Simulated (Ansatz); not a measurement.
# A defect in a wire: Rh wire along [110], 4 atoms a period, Zn in place of one Rh

What does the defect do to the conductance?

Method: DFT PBE, plane waves, PAW; relaxation of a wire's period, in the first sound run; inputs show where later runs differ, in Ansatz 0.2.0.

## Step 1: Set-up

The cell holds 4 atoms: 4 Rh. Its edges and angles: a = 8.715 Å, b = 10.862 Å, c = 2.708 Å, α = 90.0°, β = 90.0°, γ = 90.0°. Vacuum lies along a and b. The structure's axis is c.

## Step 2: The relaxed wire

Band widths follow the bond lengths, so the wire is relaxed first. The atoms and the third cell vector are free; the box across stays fixed as vacuum. Moments are seeded so that a magnetic state can form if it lies lower. A Fermi-Dirac smearing is set since the result may be a metal. The pressure printed is a third of the stress's trace over the whole box, vacuum included; only the stress along the axis is relaxed.

File input.yaml:

```yaml
crystal:
  lattice:
    - [8.715, 0.0, 0.0]
    - [0.0, 10.862, 0.0]
    - [0.0, 0.0, 2.7082189719]
  atoms:
    - { symbol: Rh, position: [0.390131956, 0.4376827, 0.0], spin: 0.8 }
    - { symbol: Rh, position: [0.609868044, 0.31301786, 0.5], spin: 0.8 }
    - { symbol: Rh, position: [0.609868044, 0.562347539, 0.5], spin: 0.8 }
    - { symbol: Rh, position: [0.390131956, 0.687012379, 0.0], spin: 0.8 }
magnetization:
  spin_polarized: true
kpoints:
  mp_grid: { grid: [1, 1, 30] }
scf:
  occupations: { method: fermi_dirac, width: 0.05 }
hamiltonian:
  xc: pbe
relax:
  cell: { fix: [a, b, alpha, beta, gamma] }
  max_steps: 60
```

Launch:

```console
ansatz run input.yaml --threads 4 --pin off --max-ram 16384MiB --backend cpu --events-out ev --progress --plain --runs-dir out
```

Numbers of over 12 decimals in the logs are rounded to 6 here.

Output:

```text
Engine: ansatz 0.2.0, aarch64-unknown-linux-gnu
Pseudopotentials: kind: paw
Pseudopotential: Rh, paw, valence charge 17, recommended cutoff 420 eV (normal), Rh.paw.azcp
Functional definition: PBE
  parameter kappa = 0.804
  parameter beta = 0.066725
  exchange = pbe_x(kappa = kappa, mu = beta*pi^2/3)
  correlation = pbe_c(beta = beta)
Crystal: 4 atoms, lattice volume = 256.366 Å³
Basis set: ecut = 420 eV, 5045 PW (Γ), exchange–correlation on 120×150×40 points (8 copies of the dense FFT grid, shifted against one another)
Bands: 43, of which v1, the nominal top of the filled ones, is band 34 counted from 1 (33 counted from 0)
Symmetry: 4 space group operations
Space group: P21/m (ITA 11), of the structure as read, at distance tolerance 6.4e-5 Å
Magnetic group: BNS 11.50 (UNI 57), of the structure as read, at distance tolerance 6.4e-5 Å
k-points: 16 of 30
Non-local potential: Rh, projectors of the file, l = 0: 3, l = 1: 2, l = 2: 2, l = 3: 1
PAW form: soft (Blöchl's): semilocal exchange-correlation on the pseudo side does not see the compensation charge
PAW one-centre angular grid: Rh, 590 points (default); XC on 64 Gauss nodes
Initial density: superposition of atomic densities (neutral atoms: chi_scale 0, normalization atom)
Starting moments: Σ|m| = 3.2 μB on 4 of 4 sites
Initial wavefunctions: pseudopotential atomic-orbital guess
Functional: x = pbe(κ = 0.804, μ = 0.219515), c = pbe(β = 0.066725)
SCF iter   1: F=—  HF=-25605.784823 eV  |F-HF|=—  |Δ(HF+E_count)|=         —  Δρ=1.96e-2 (↑1.78e-2 ↓1.96e-2)  dr2=5.68e0  dr2_m=1.03e-1  M=3.059 μB ∫|m|=3.072 μB  β_m=0.30  ethr=3.10e-3  ⟨swp⟩=6.8  Hψ=5577  notcnv=0  defer=4
Mixer restart at iter 1: flushing history
preconditioner: auto → LDOS  [metal: Δε(μ)=0.000 eV  Ē_g=4.712 eV  σ=0.050 eV  W_gap=0.00  n_scr=32 (ndim 8)  ℏωp=13.9 eV  f_vac=0.596  D(μ)=10.64/eV (n_scr^D=88)]
spin=Collinear: LDOS preconditioning applied to the charge; magnetization (m = ρ↑ − ρ↓) channel mixes plain (no charge-response kernel on spin).
SCF iter   2: F=—  HF=-25604.193197 eV  |F-HF|=—  |Δ(HF+E_count)|=    1.59e0  Δρ=1.06e-2 (↑9.64e-3 ↓1.06e-2)  dr2=9.38e-1  dr2_m=6.37e-2  M=3.107 μB ∫|m|=3.130 μB  β_m=0.39  ethr=3.10e-3  ⟨swp⟩=2.1  Hψ=2454  notcnv=0  defer=37
SCF iter   3: F=—  HF=-25604.003907 eV  |F-HF|=—  |Δ(HF+E_count)|=   1.89e-1  Δρ=5.20e-3 (↑5.20e-3 ↓4.91e-3)  dr2=1.10e-1  dr2_m=2.30e-2  M=3.146 μB ∫|m|=3.192 μB  β_m=0.58  ethr=1.38e-3  ⟨swp⟩=2.0  Hψ=2334  notcnv=0  defer=36
SCF iter   4: F=—  HF=-25604.086560 eV  |F-HF|=—  |Δ(HF+E_count)|=         —  Δρ=8.12e-3 (↑8.12e-3 ↓7.76e-3)  dr2=1.63e-2  dr2_m=1.37e-1  M=4.068 μB ∫|m|=4.151 μB  β_m=1.00  ethr=1.61e-4  ⟨swp⟩=2.7  Hψ=2428  notcnv=0  defer=37  κ⁻¹=6.4e-3(r=2)
SCF iter   5: F=—  HF=-25604.053976 eV  |F-HF|=—  |Δ(HF+E_count)|=   3.26e-2  Δρ=1.51e-3 (↑1.04e-3 ↓1.51e-3)  dr2=4.08e-3  dr2_m=3.15e-3  M=4.186 μB ∫|m|=4.309 μB  β_m=0.58  ethr=7.35e-5  ⟨swp⟩=2.0  Hψ=2204  notcnv=0  defer=37
SCF iter   6: F=—  HF=-25604.054369 eV  |F-HF|=—  |Δ(HF+E_count)|=   3.93e-4  Δρ=1.09e-3 (↑1.09e-3 ↓1.03e-3)  dr2=6.33e-4  dr2_m=2.45e-3  M=4.253 μB ∫|m|=4.385 μB  β_m=0.79  ethr=6.00e-6  ⟨swp⟩=2.0  Hψ=2140  notcnv=0  defer=37
SCF iter   7: F=—  HF=-25604.054801 eV  |F-HF|=—  |Δ(HF+E_count)|=   4.32e-4  Δρ=7.26e-4 (↑7.26e-4 ↓7.09e-4)  dr2=2.36e-4  dr2_m=1.12e-3  M=4.310 μB ∫|m|=4.448 μB  β_m=0.44  ethr=9.31e-7  ⟨swp⟩=2.2  Hψ=2157  notcnv=0  defer=37
SCF iter   8: F=—  HF=-25604.055004 eV  |F-HF|=—  |Δ(HF+E_count)|=   2.04e-4  Δρ=3.74e-4 (↑3.02e-4 ↓3.74e-4)  dr2=1.03e-4  dr2_m=2.44e-4  M=4.366 μB ∫|m|=4.511 μB  β_m=0.69  ethr=3.47e-7  ⟨swp⟩=2.4  Hψ=2727  notcnv=0  defer=37
SCF iter   9: F=—  HF=-25604.055043 eV  |F-HF|=—  |Δ(HF+E_count)|=   3.88e-5  Δρ=6.90e-5 (↑6.90e-5 ↓6.57e-5)  dr2=6.20e-6  dr2_m=8.57e-6  M=4.419 μB ∫|m|=4.569 μB  β_m=0.84  ethr=1.51e-7  ⟨swp⟩=2.7  Hψ=2976  notcnv=0  defer=37
SCF iter  10: F=—  HF=-25604.055011 eV  |F-HF|=—  |Δ(HF+E_count)|=   3.19e-5  Δρ=2.96e-5 (↑1.71e-5 ↓2.96e-5)  dr2=1.20e-6  dr2_m=1.03e-6  M=4.414 μB ∫|m|=4.563 μB  β_m=0.91  ethr=9.12e-9  ⟨swp⟩=2.3  Hψ=2530  notcnv=0  defer=37
SCF iter  11: F=—  HF=-25604.055012 eV  |F-HF|=—  |Δ(HF+E_count)|=   8.79e-7  Δρ=1.23e-5 (↑1.23e-5 ↓1.15e-5)  dr2=9.98e-8  dr2_m=2.72e-7  M=4.416 μB ∫|m|=4.565 μB  β_m=0.88  ethr=1.76e-9  ⟨swp⟩=2.1  Hψ=2222  notcnv=0  defer=37
SCF iter  12: F=—  HF=-25604.055012 eV  |F-HF|=—  |Δ(HF+E_count)|=   4.53e-8  Δρ=3.19e-6 (↑2.26e-6 ↓3.19e-6)  dr2=1.69e-8  dr2_m=1.20e-8  M=4.417 μB ∫|m|=4.567 μB  β_m=0.94  ethr=1.47e-10  ⟨swp⟩=2.0  Hψ=2481  notcnv=0  defer=37
SCF iter  13: F=-25604.055012 eV  HF=-25604.055012 eV  |F-HF|=1.40e-8  |Δ(HF+E_count)|=   8.10e-9  Δρ=1.50e-6 (↑1.16e-6 ↓1.50e-6)  dr2=1.82e-8  dr2_m=8.80e-10  M=4.417 μB ∫|m|=4.567 μB  ethr=2.48e-11  ⟨swp⟩=1.6  Hψ=4891  notcnv=0
SCF 1 converged in 13 iterations: F = -25604.055012 eV  dr2 = 1.82e-8
  greatest PAW one-centre occupation: 1.000 electrons in one spin orbital (limit 2), on the Rh atom at site 2 (counted from 0), in its partial waves of l = 0
relax step   1: F+E_penalty+E_count = -25604.05501211 eV  Δ(F+E_penalty+E_count) = +0.000e0 eV  max|allowed force component| = 1.433e0 eV/Å  Δτ_max = 0.0000 Å  P = -3.893 GPa  Ω = 256.366 Å³  fix = [a, b, alpha, beta, gamma]  reactions: a -2.372, b -4.047 GPa; gamma -1.048 GPa/rad  (13 SCF iters, dr2 threshold 1.00e-7 eV, accepted)
Crystal: 4 atoms, lattice volume = 248.145 Å³
Basis set: ecut = 420 eV, 4865 PW (Γ), exchange–correlation on 120×150×40 points (8 copies of the dense FFT grid, shifted against one another)
Initial density: handed on by an earlier stage of this run
Starting moments: Σ|m| = 3.2 μB on 4 of 4 sites; this step starts from the density that it was given
Initial wavefunctions: those handed on with the density
iter 1 solved again at ethr=4.65e-4 eV; its pass at ethr=3.10e-3 eV (dr2=3.16e-1 eV) is discarded
SCF iter   1: F=—  HF=-25604.607429 eV  |F-HF|=—  |Δ(HF+E_count)|=         —  Δρ=1.77e-2 (↑1.77e-2 ↓1.49e-2)  dr2=3.20e-1  dr2_m=4.16e-1  M=2.905 μB ∫|m|=3.035 μB  β_m=0.30  ethr=4.65e-4  ⟨swp⟩=1.5  Hψ=6956  notcnv=0
preconditioner: auto → LDOS  [metal: Δε(μ)=0.005 eV  Ē_g=5.072 eV  σ=0.050 eV  W_gap=0.02  n_scr=32 (ndim 8)  ℏωp=14.1 eV  f_vac=0.634  D(μ)=8.33/eV (n_scr^D=52)]
spin=Collinear: LDOS preconditioning applied to the charge; magnetization (m = ρ↑ − ρ↓) channel mixes plain (no charge-response kernel on spin).
SCF iter   2: F=—  HF=-25604.548230 eV  |F-HF|=—  |Δ(HF+E_count)|=   5.92e-2  Δρ=1.25e-2 (↑1.25e-2 ↓1.11e-2)  dr2=1.27e-1  dr2_m=2.33e-1  M=2.811 μB ∫|m|=2.940 μB  β_m=0.65  ethr=4.65e-4  ⟨swp⟩=2.0  Hψ=1588  notcnv=0
[...]
relax step  15: F+E_penalty+E_count = -25604.70773771 eV  Δ(F+E_penalty+E_count) = -2.986e-4 eV  max|allowed force component| = 3.882e-2 eV/Å  Δτ_max = 0.0280 Å  P = -0.148 GPa  Ω = 238.071 Å³  energy of the carried Pulay correction = +2.267e-3 eV  fix = [a, b, alpha, beta, gamma]  reactions: a -0.280, b -0.085 GPa; gamma -0.041 GPa/rad  (9 SCF iters, dr2 threshold 1.08e-7 eV, accepted)
relax step  16: F+E_penalty+E_count = -25604.70836332 eV  Δ(F+E_penalty+E_count) = -6.256e-4 eV  max|allowed force component| = 9.762e-3 eV/Å  Δτ_max = 0.0572 Å  P = -0.057 GPa  Ω = 238.045 Å³  energy of the carried Pulay correction = +2.270e-3 eV  fix = [a, b, alpha, beta, gamma]  reactions: a -0.204, b +0.024 GPa; gamma -0.022 GPa/rad  (10 SCF iters, dr2 threshold 9.42e-8 eV, accepted)
relax step  17: F+E_penalty+E_count = -25604.70484283 eV  Δ(F+E_penalty+E_count) = +3.520e-3 eV  max|allowed force component| = 1.760e-1 eV/Å  Δτ_max = 0.1914 Å  P = -0.466 GPa  Ω = 238.014 Å³  energy of the carried Pulay correction = +2.274e-3 eV  fix = [a, b, alpha, beta, gamma]  (14 SCF iters, rejected (line search))
relax step  18: F+E_penalty+E_count = -25604.70856262 eV  Δ(F+E_penalty+E_count) = -1.993e-4 eV  max|allowed force component| = 6.778e-3 eV/Å  Δτ_max = 0.0285 Å  P = -0.044 GPa  Ω = 238.056 Å³  energy of the carried Pulay correction = +2.269e-3 eV  fix = [a, b, alpha, beta, gamma]  reactions: a -0.191, b +0.040 GPa; gamma +0.000 GPa/rad  (13 SCF iters, accepted)
Basis set: ecut = 420 eV, 4653 PW (Γ), exchange–correlation on 120×150×36 points (8 copies of the dense FFT grid, shifted against one another)
Initial wavefunctions: pseudopotential atomic-orbital guess (no wavefunctions were taken with the density)
iter 1 solved again at ethr=2.24e-6 eV; its pass at ethr=3.10e-3 eV (dr2=1.53e-3 eV) is discarded
SCF iter   1: F=—  HF=-25604.705104 eV  |F-HF|=—  |Δ(HF+E_count)|=         —  Δρ=9.31e-5 (↑9.31e-5 ↓9.27e-5)  dr2=2.21e-5  dr2_m=1.12e-7  M=1.660 μB ∫|m|=1.716 μB  β_m=0.65  ethr=2.24e-6  ⟨swp⟩=3.0  Hψ=9239  notcnv=0
preconditioner: auto → LDOS  [metal: Δε(μ)=0.003 eV  Ē_g=5.084 eV  σ=0.050 eV  W_gap=0.02  n_scr=16 (ndim 8)  ℏωp=14.4 eV  f_vac=0.622  D(μ)=8.76/eV (n_scr^D=56)]
spin=Collinear: LDOS preconditioning applied to the charge; magnetization (m = ρ↑ − ρ↓) channel mixes plain (no charge-response kernel on spin).
SCF iter   2: F=—  HF=-25604.705007 eV  |F-HF|=—  |Δ(HF+E_count)|=   9.67e-5  Δρ=3.04e-5 (↑2.77e-5 ↓3.04e-5)  dr2=1.66e-6  dr2_m=2.74e-7  M=1.661 μB ∫|m|=1.717 μB  β_m=0.51  ethr=3.25e-8  ⟨swp⟩=2.8  Hψ=2730  notcnv=0
SCF iter   3: F=—  HF=-25604.705009 eV  |F-HF|=—  |Δ(HF+E_count)|=   1.68e-6  Δρ=1.58e-5 (↑1.53e-5 ↓1.58e-5)  dr2=3.65e-7  dr2_m=1.54e-7  M=1.662 μB ∫|m|=1.718 μB  β_m=0.67  ethr=2.44e-9  ⟨swp⟩=2.1  Hψ=1971  notcnv=0
SCF iter   4: F=—  HF=-25604.705009 eV  |F-HF|=—  |Δ(HF+E_count)|=   6.65e-7  Δρ=6.23e-6 (↑3.83e-6 ↓6.23e-6)  dr2=1.35e-7  dr2_m=3.53e-8  M=1.662 μB ∫|m|=1.718 μB  β_m=0.67  ethr=5.37e-10  ⟨swp⟩=2.3  Hψ=2347  notcnv=0
SCF iter   5: F=—  HF=-25604.705009 eV  |F-HF|=—  |Δ(HF+E_count)|=   9.95e-9  Δρ=2.72e-6 (↑2.16e-6 ↓2.72e-6)  dr2=2.18e-8  dr2_m=8.11e-9  M=1.662 μB ∫|m|=1.718 μB  β_m=0.69  ethr=1.99e-10  ⟨swp⟩=2.2  Hψ=2152  notcnv=0
SCF iter   6: F=—  HF=-25604.705009 eV  |F-HF|=—  |Δ(HF+E_count)|=   2.11e-9  Δρ=9.79e-7 (↑9.67e-7 ↓9.79e-7)  dr2=6.60e-10  dr2_m=1.59e-9  M=1.662 μB ∫|m|=1.718 μB  β_m=0.78  ethr=3.21e-11  ⟨swp⟩=2.1  Hψ=2031  notcnv=0
SCF iter   7: F=—  HF=-25604.705009 eV  |F-HF|=—  |Δ(HF+E_count)|=   2.06e-8  Δρ=3.16e-7 (↑2.71e-7 ↓3.16e-7)  dr2=3.73e-10  dr2_m=1.28e-10  M=1.662 μB ∫|m|=1.718 μB  β_m=0.84  ethr=1.00e-12  ⟨swp⟩=3.2  Hψ=3081  notcnv=0
SCF iter   8: F=—  HF=-25604.705009 eV  |F-HF|=—  |Δ(HF+E_count)|=  1.35e-10  Δρ=1.35e-7 (↑1.16e-7 ↓1.35e-7)  dr2=1.64e-10  dr2_m=1.44e-11  M=1.662 μB ∫|m|=1.718 μB  β_m=0.75  ethr=1.00e-12  ⟨swp⟩=2.1  Hψ=1989  notcnv=0
SCF iter   9: F=—  HF=-25604.705009 eV  |F-HF|=—  |Δ(HF+E_count)|=  3.64e-11  Δρ=5.09e-8 (↑4.44e-8 ↓5.09e-8)  dr2=6.65e-12  dr2_m=3.49e-12  M=1.662 μB ∫|m|=1.718 μB  β_m=0.82  ethr=1.00e-12  ⟨swp⟩=2.3  Hψ=1909  notcnv=0
SCF iter  10: F=-25604.705009 eV  HF=-25604.705009 eV  |F-HF|=7.28e-12  |Δ(HF+E_count)|=  1.46e-11  Δρ=2.65e-8 (↑1.61e-8 ↓2.65e-8)  dr2=5.23e-12  dr2_m=3.16e-13  M=1.662 μB ∫|m|=1.718 μB  ethr=1.00e-12  ⟨swp⟩=3.0  Hψ=4492  notcnv=0
SCF 19 converged in 10 iterations: F = -25604.705009 eV  dr2 = 5.23e-12
relax step  19: F+E_penalty+E_count = -25604.70500918 eV  Δ(F+E_penalty+E_count) = +3.553e-3 eV  max|allowed force component| = 6.972e-3 eV/Å  Δτ_max = 0.0000 Å  P = -0.034 GPa  Ω = 238.056 Å³  fix = [a, b, alpha, beta, gamma]  reactions: a -0.188, b +0.044 GPa; gamma +0.002 GPa/rad  stress off target by 4.02e-2 GPa on what of the cell is left free  SCF on the basis re-selected at this cell (its energy is not comparable with the rows above)  (10 SCF iters)
basis re-selected at this cell: Δ(F+E_penalty+E_count) = +3.553e-3 eV, ΔP = +0.009 GPa vs the last step (what re-selecting the basis moved, of the pressure what is left beyond the Pulay correction that the steps carried, after the strain that the cell walked since its last selection, with what the two solves' SCF thresholds leave and, on support functions, any second-order correction that the steps lacked; it is no measure of the basis error at this ecutwfc). The dense FFT grid was sized anew with the basis: this SCF ran on 60×75×18 points, the steps before it on 60×75×20, so part of this shift can come from that change (see relax.cell in the input reference). [rest of the remark cut]
SCF converged after 10 iterations
Magnetization: 1.6622 μB (34.8311 up, 33.1689 down)
Absolute magnetization: 1.7172 μB (∫|ρ↑−ρ↓|, with the PAW one-centre terms)
Spin contamination: 0.0223 ħ² per cell (⟨S²⟩ above its minimum at these occupations)
Per-site moments (μB) at R_I (Å): [(0.372092, 1.025473), (0.381281, 1.025473), (0.372092, 1.025473), (0.381281, 1.025473)]
Free energy (F): -25604.705009 eV
Harris-Foulkes:  -25604.705009 eV  (|F-HF|=7.28e-12)
Internal energy: -25604.632859 eV  (E = F + TS)
E sigma→0 (E₀):  -25604.668934 eV
Entropy (-TS):   -0.072150 eV (-18.037 meV/atom)
Fermi energy:    1.617648 eV
--- Per-component energies (eV) ---
  E_band       = -1703.588202
  E_kinetic    = 2290.491786
  E_local      = -29497.349933  (includes V_loc(G=0)·N_el)
  E_nonlocal   = 1432.749541
  E_hartree    = 13133.187847
  E_xc         = -879.268342
  E_vxc        = -1102.461678  (∫ρ·V_xc dr)
  E_paw        = -14353.422318  (= ΣΔE_a)
  E_vpaw       = -1093.397071  (= ΣTr[D̂ρ^β])
  E_aug_tail   = 0.003529  (compensation charges beyond the density's cutoff)
  E_ewald      = 2268.975031
  E_smearing   = -0.072150  (= −TS)
  E_closure    = 0.000000  (closes the sum)
  Σ components = -25604.705009   (vs F -25604.705009, Δ=0.00e0)
--- Forces (eV/Å), atoms counted from 1 ---
  atom   1  Rh    -0.00366670    -0.00579840     0.00000000
  atom   2  Rh     0.00697161    -0.00426721    -0.00000000
  atom   3  Rh     0.00366670     0.00579840    -0.00000000
  atom   4  Rh    -0.00697161     0.00426721     0.00000000
  max |Σ_I F_I| component: 1.73e-18 eV/Å
--- Stress (GPa, compression-positive) ---
       -0.187675      -0.002482       0.000000
       -0.002482       0.044106      -0.000000
        0.000000      -0.000000       0.040185
  P = ⅓ Tr σ = -0.0345 GPa (-0.345 kbar)
--- Relaxed structure (18 steps of the walk, 15 accepted, 1 SCFs on fresh bases) ---
  F+E_penalty+E_count = -25604.70500918 eV   max|allowed force component| = 6.972e-3 eV/Å   (the final SCF, on the basis selected at the relaxed cell)
  cell:  # Å, volume = 238.0564 Å³
    - [8.715, 0, 0]
    - [0, 10.862, 0]
    - [0, 0, 2.514795]
  atoms:
    - { symbol: Rh, position: [0.407171, 0.421839, -7.054845553461474e-18] }
    - { symbol: Rh, position: [0.661323, 0.356016, 0.5] }
    - { symbol: Rh, position: [0.592829, 0.578191, 0.5] }
    - { symbol: Rh, position: [0.338677, 0.644014, -1.9146280941286515e-17] }
```

The job ended after 2.7 min (4 threads of Arm Neoverse V1, shared host; peak memory 0.74 GiB; 10 min of CPU time).

Relaxation path:

```
step  energy less that of the first step (eV)  largest force component (eV/Å)  pressure (GPa)  volume (Å³)
   1                                   0.0000                          1.4331           -3.89       256.37
   2                                  -0.4849                          0.9890            0.86       248.15
   3                                  -0.6129                          0.2017           -0.55       242.94
   4                                  -0.6417                          0.1187            0.03       238.70
   5                                  -0.6467                          0.0412            0.09       237.79
   6                                  -0.6401                          0.2025           -0.61       239.18
   7                                  -0.6476                          0.0135           -0.06       238.08
   8                                  -0.6486                          0.0051           -0.05       238.10
   9                                  -0.6493                          0.0948           -0.28       238.04
  10                                  -0.6502                          0.0169           -0.07       238.00
  11                                  -0.6509                          0.0096           -0.03       238.02
  12                                  -0.6503                          0.1214           -0.39       238.07
  13                                  -0.6517                          0.0160           -0.03       238.05
  14                                  -0.6524                          0.0416           -0.16       238.07
  15                                  -0.6527                          0.0388           -0.15       238.07
  16                                  -0.6534                          0.0098           -0.06       238.04
  17                                  -0.6498                          0.1760           -0.47       238.01
  18                                  -0.6536                          0.0068           -0.04       238.06
 19*                                  -0.6500                          0.0070           -0.03       238.06
```

Relaxation steps marked * repeat the geometry before them on a plane-wave basis chosen anew for their cell, so energy and pressure can jump there. Relaxation steps 6, 12, 17 were tried and not accepted.

Forces are held to the 4 operations that the run works with; a distortion that breaks them can't arise in this run.

```
cell as run  before  after  change
      c (Å)   2.708  2.515  -7.1 %
```

The atoms that moved most (Å, along periodic axes as changes of fractional coordinates times the final cell, across vacuum about the mean position):

```
atom      dx      dy     dz  length
 Rh2   0.448   0.467  0.000   0.647
 Rh4  -0.448  -0.467  0.000   0.647
 Rh1   0.148  -0.172  0.000   0.227
 Rh3  -0.148   0.172  0.000   0.227
```

The relaxed structure:

```cif
data_structure
_symmetry_space_group_name_H-M 'P 1'
_symmetry_Int_Tables_number 1
_cell_length_a 8.7150
_cell_length_b 10.8620
_cell_length_c 2.5148
_cell_angle_alpha 90.000
_cell_angle_beta 90.000
_cell_angle_gamma 90.000
_cell_volume 238.06
loop_
_atom_site_label
_atom_site_type_symbol
_atom_site_fract_x
_atom_site_fract_y
_atom_site_fract_z
_atom_site_occupancy
Rh1 Rh 0.40717 0.42184 0.00000 1
Rh2 Rh 0.66132 0.35602 0.50000 1
Rh3 Rh 0.59283 0.57819 0.50000 1
Rh4 Rh 0.33868 0.64401 0.00000 1
```

This step gave:

```yaml
energy_at_zero_smearing: -25604.6689 eV
total_moment: 1.662 μB
absolute_moment: 1.717 μB
cell_length_along_the_wire: 2.515 Å
```

Site moment by atom:

```
atom  site moment (μB)
 Rh1             0.372
 Rh2             0.381
 Rh3             0.372
 Rh4             0.381
```

The cell's length comes to 2.515 Å with an absolute moment of 1.72 μB a cell.

(Continued in part 2 of 5.)

[Logs are printed without paths, hosts, clocks, repeated set-up lines and the standing remarks that a program may print on its own settings, such as how far it seeks lower states.]

[Hosts, paths, dates, database ids (printed as entryN), source tags and the programs' standing remarks are cut or masked in the printed files.]
